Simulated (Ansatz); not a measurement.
# Tl: pressure up to the limit of the methods

How does Tl (diamond type) answer strong compression, and how long do frozen cores keep up with all electrons? The runs shown use LAPW, crystal datasets and norm-conserving. Companion runs by PAW are cited. Its runs: the reference run (LAPW); volume scaled by 1 (crystal datasets and norm-conserving); volume scaled by 0.9 (LAPW and crystal datasets); volume scaled by 0.8 (LAPW and crystal datasets); volume scaled by 0.7 (LAPW and crystal datasets); volume scaled by 0.6 (LAPW); volume scaled by 0.5 (LAPW); volume scaled by 0.4 (LAPW, crystal datasets and norm-conserving).

This is Tl in the diamond structure; at room conditions it is hcp.

Computed with Ansatz 0.2.0 (DFT PBE, with the methods named in each step, unless a step's input says otherwise).

**1. The starting structure**

The structure is cubic, space group Fd-3m (No. 227). Conventional cell: a = 7.120 Å, b = 7.120 Å, c = 7.120 Å, α = 90.00°, β = 90.00°, γ = 90.00°. Around Tl (site symmetry -43m) lie 4 Tl at 3.08 Å.

As a file:

```cif
data_structure
_symmetry_space_group_name_H-M 'P 1'
_symmetry_Int_Tables_number 1
_cell_length_a 5.0348
_cell_length_b 5.0348
_cell_length_c 5.0348
_cell_angle_alpha 60.000
_cell_angle_beta 60.000
_cell_angle_gamma 60.000
_cell_volume 90.25
loop_
_atom_site_label
_atom_site_type_symbol
_atom_site_fract_x
_atom_site_fract_y
_atom_site_fract_z
_atom_site_occupancy
Tl1 Tl 0.87500 0.87500 0.87500 1
Tl2 Tl 0.12500 0.12500 0.12500 1
```

Whether this phase is the stable one at these pressures isn't tested.

Atoms are numbered in the order of the input: Tl1, Tl2.

**2. The reference volume, LAPW**

Contents of input.yaml:

```yaml
crystal:
  lattice:
    - [0.0, 3.5601462723, 3.5601462723]
    - [3.5601462723, 0.0, 3.5601462723]
    - [3.5601462723, 3.5601462723, 0.0]
  atoms:
    - { symbol: Tl, position: [-0.125, -0.125, -0.125] }
    - { symbol: Tl, position: [0.125, 0.125, 0.125] }
kpoints:
  mp_grid: { grid: [10, 10, 10] }
  band_path:
    path:
      - [0.0, 0.0, 0.0]
      - [0.5, 0.0, 0.5]
      - [0.625, 0.25, 0.625]
      - [0.375, 0.375, 0.75]
      - [0.0, 0.0, 0.0]
      - [0.5, 0.5, 0.5]
      - [0.5, 0.25, 0.75]
      - [0.5, 0.0, 0.5]
    npoints: 14
scf:
  occupations: { method: fermi_dirac, width: 0.05 }
hamiltonian:
  xc: pbe
  pseudopotentials: { kind: all_electron, lapw: { basis_error: 0.001 } }
output:
  forces: true
  stress: true
  eigenvalues: true
  populations: true
  dos: { projected: true, de: 0.2, e_range: [-14, 8] }
```

Run with:

```console
> ansatz run input.yaml --threads 1 --pin off --max-ram 2048MiB --backend cpu --events-out ev --progress --plain --runs-dir out
```

**3. Volume scaled by 1, crystal datasets**

Contents of input.yaml:

```yaml
crystal:
  lattice:
    - [0.0, 3.5601462723, 3.5601462723]
    - [3.5601462723, 0.0, 3.5601462723]
    - [3.5601462723, 3.5601462723, 0.0]
  atoms:
    - { symbol: Tl, position: [-0.125, -0.125, -0.125] }
    - { symbol: Tl, position: [0.125, 0.125, 0.125] }
kpoints:
  mp_grid: { grid: [10, 10, 10] }
scf:
  occupations: { method: fermi_dirac, width: 0.05 }
hamiltonian:
  xc: pbe
  pseudopotentials: { kind: all_electron, datasets: crystal }
output:
  forces: true
  stress: true
  eigenvalues: true
```

**4. Volume scaled by 1, norm-conserving**

Changes to input.yaml since step 3:

```diff
@@ -14,3 +14,3 @@
   xc: pbe
-  pseudopotentials: { kind: all_electron, datasets: crystal }
+  pseudopotentials: { kind: nc }
 output:
```

**5. Volume scaled by 0.9, LAPW**

Contents of input.yaml:

```yaml
crystal:
  lattice:
    - [0.0, 3.4372834336, 3.4372834336]
    - [3.4372834336, 0.0, 3.4372834336]
    - [3.4372834336, 3.4372834336, 0.0]
  atoms:
    - { symbol: Tl, position: [-0.125, -0.125, -0.125] }
    - { symbol: Tl, position: [0.125, 0.125, 0.125] }
kpoints:
  mp_grid: { grid: [10, 10, 10] }
scf:
  occupations: { method: fermi_dirac, width: 0.05 }
hamiltonian:
  xc: pbe
  pseudopotentials: { kind: all_electron, lapw: { basis_error: 0.001 } }
output:
  forces: true
  stress: true
  eigenvalues: true
  populations: true
```

**6. Volume scaled by 0.9, crystal datasets**

Changes to input.yaml since step 5:

```diff
@@ -14,3 +14,3 @@
   xc: pbe
-  pseudopotentials: { kind: all_electron, lapw: { basis_error: 0.001 } }
+  pseudopotentials: { kind: all_electron, datasets: crystal }
 output:
@@ -19,2 +19 @@
   eigenvalues: true
-  populations: true
```

**7. Volume scaled by 0.8, LAPW**

Contents of input.yaml:

```yaml
crystal:
  lattice:
    - [0.0, 3.3049470367, 3.3049470367]
    - [3.3049470367, 0.0, 3.3049470367]
    - [3.3049470367, 3.3049470367, 0.0]
  atoms:
    - { symbol: Tl, position: [-0.125, -0.125, -0.125] }
    - { symbol: Tl, position: [0.125, 0.125, 0.125] }
kpoints:
  mp_grid: { grid: [10, 10, 10] }
scf:
  occupations: { method: fermi_dirac, width: 0.05 }
hamiltonian:
  xc: pbe
  pseudopotentials: { kind: all_electron, lapw: { basis_error: 0.001 } }
output:
  forces: true
  stress: true
  eigenvalues: true
  populations: true
```

**8. Volume scaled by 0.8, crystal datasets**

Changes to input.yaml since step 7:

```diff
@@ -14,3 +14,3 @@
   xc: pbe
-  pseudopotentials: { kind: all_electron, lapw: { basis_error: 0.001 } }
+  pseudopotentials: { kind: all_electron, datasets: crystal }
 output:
@@ -19,2 +19 @@
   eigenvalues: true
-  populations: true
```

**9. Volume scaled by 0.7, LAPW**

Contents of input.yaml:

```yaml
crystal:
  lattice:
    - [0.0, 3.161068122, 3.161068122]
    - [3.161068122, 0.0, 3.161068122]
    - [3.161068122, 3.161068122, 0.0]
  atoms:
    - { symbol: Tl, position: [-0.125, -0.125, -0.125] }
    - { symbol: Tl, position: [0.125, 0.125, 0.125] }
kpoints:
  mp_grid: { grid: [10, 10, 10] }
scf:
  occupations: { method: fermi_dirac, width: 0.05 }
hamiltonian:
  xc: pbe
  pseudopotentials: { kind: all_electron, lapw: { basis_error: 0.001 } }
output:
  forces: true
  stress: true
  eigenvalues: true
  populations: true
```

**10. Volume scaled by 0.7, crystal datasets**

Changes to input.yaml since step 9:

```diff
@@ -14,3 +14,3 @@
   xc: pbe
-  pseudopotentials: { kind: all_electron, lapw: { basis_error: 0.001 } }
+  pseudopotentials: { kind: all_electron, datasets: crystal }
 output:
@@ -19,2 +19 @@
   eigenvalues: true
-  populations: true
```

**11. Volume scaled by 0.6, LAPW**

Contents of input.yaml:

```yaml
crystal:
  lattice:
    - [0.0, 3.0027436593, 3.0027436593]
    - [3.0027436593, 0.0, 3.0027436593]
    - [3.0027436593, 3.0027436593, 0.0]
  atoms:
    - { symbol: Tl, position: [-0.125, -0.125, -0.125] }
    - { symbol: Tl, position: [0.125, 0.125, 0.125] }
kpoints:
  mp_grid: { grid: [10, 10, 10] }
scf:
  occupations: { method: fermi_dirac, width: 0.05 }
hamiltonian:
  xc: pbe
  pseudopotentials: { kind: all_electron, lapw: { basis_error: 0.001 } }
output:
  forces: true
  stress: true
  eigenvalues: true
  populations: true
```

**12. Volume scaled by 0.5, LAPW**

Changes to input.yaml since step 11:

```diff
@@ -2,5 +2,5 @@
   lattice:
-    - [0.0, 3.0027436593, 3.0027436593]
-    - [3.0027436593, 0.0, 3.0027436593]
-    - [3.0027436593, 3.0027436593, 0.0]
+    - [0.0, 2.8256899689, 2.8256899689]
+    - [2.8256899689, 0.0, 2.8256899689]
+    - [2.8256899689, 2.8256899689, 0.0]
   atoms:
```

**13. Volume scaled by 0.4, LAPW**

Contents of input.yaml:

```yaml
crystal:
  lattice:
    - [0.0, 2.6231382014, 2.6231382014]
    - [2.6231382014, 0.0, 2.6231382014]
    - [2.6231382014, 2.6231382014, 0.0]
  atoms:
    - { symbol: Tl, position: [-0.125, -0.125, -0.125] }
    - { symbol: Tl, position: [0.125, 0.125, 0.125] }
kpoints:
  mp_grid: { grid: [10, 10, 10] }
  band_path:
    path:
      - [0.0, 0.0, 0.0]
      - [0.5, 0.0, 0.5]
      - [0.625, 0.25, 0.625]
      - [0.375, 0.375, 0.75]
      - [0.0, 0.0, 0.0]
      - [0.5, 0.5, 0.5]
      - [0.5, 0.25, 0.75]
      - [0.5, 0.0, 0.5]
    npoints: 8
scf:
  occupations: { method: fermi_dirac, width: 0.05 }
hamiltonian:
  xc: pbe
  pseudopotentials: { kind: all_electron, lapw: { basis_error: 0.001 } }
output:
  forces: true
  stress: true
  eigenvalues: true
  populations: true
  dos: { projected: true, de: 0.2, e_range: [-14, 8] }
```

**14. Volume scaled by 0.4, crystal datasets**

Contents of input.yaml:

```yaml
crystal:
  lattice:
    - [0.0, 2.6231382014, 2.6231382014]
    - [2.6231382014, 0.0, 2.6231382014]
    - [2.6231382014, 2.6231382014, 0.0]
  atoms:
    - { symbol: Tl, position: [-0.125, -0.125, -0.125] }
    - { symbol: Tl, position: [0.125, 0.125, 0.125] }
kpoints:
  mp_grid: { grid: [10, 10, 10] }
scf:
  occupations: { method: fermi_dirac, width: 0.05 }
hamiltonian:
  xc: pbe
  pseudopotentials: { kind: all_electron, datasets: crystal }
output:
  forces: true
  stress: true
  eigenvalues: true
```

**15. Volume scaled by 0.4, norm-conserving**

Changes to input.yaml since step 14:

```diff
@@ -14,3 +14,3 @@
   xc: pbe
-  pseudopotentials: { kind: all_electron, datasets: crystal }
+  pseudopotentials: { kind: nc }
 output:
```

(Steps that only read results are left out.)

Before running it: what results should come out? Wanted: LAPW pressure at 0.4 of the volume; PAW pressure at 0.4 of the volume; crystal datasets pressure at 0.4 of the volume; norm-conserving pressure at 0.4 of the volume; fitted bulk modulus at zero pressure.

As calculated:

| quantity | value |
| --- | --- |
| LAPW pressure at 0.4 of the volume | 157.9 GPa |
| PAW pressure at 0.4 of the volume | 157.7 GPa |
| crystal datasets pressure at 0.4 of the volume | 157.9 GPa |
| norm-conserving pressure at 0.4 of the volume | 158.8 GPa |
| fitted bulk modulus at zero pressure (LAPW) | 12.1 GPa |
| its pressure derivative | 5.89 |

In words: By LAPW the pressure climbs to 158 GPa at 0.4 of the first volume. One third-order Birch-Murnaghan curve follows these points (B₀ = 12.1 GPa, B′ = 5.89, misfit at most 0.15 GPa). A fit over so wide a range leans to the high pressures, so B₀ can be off by several per cent. Where LAPW's pressure is over 3 GPa, PAW's departs from it by at most 0.1 %, at 0.4 of the volume. The ions are at rest, and the electrons smeared by 0.05 eV. Spin-orbit coupling is left out, though the cell holds Tl; in elements this heavy it can shift bands and gaps by tenths of an eV.
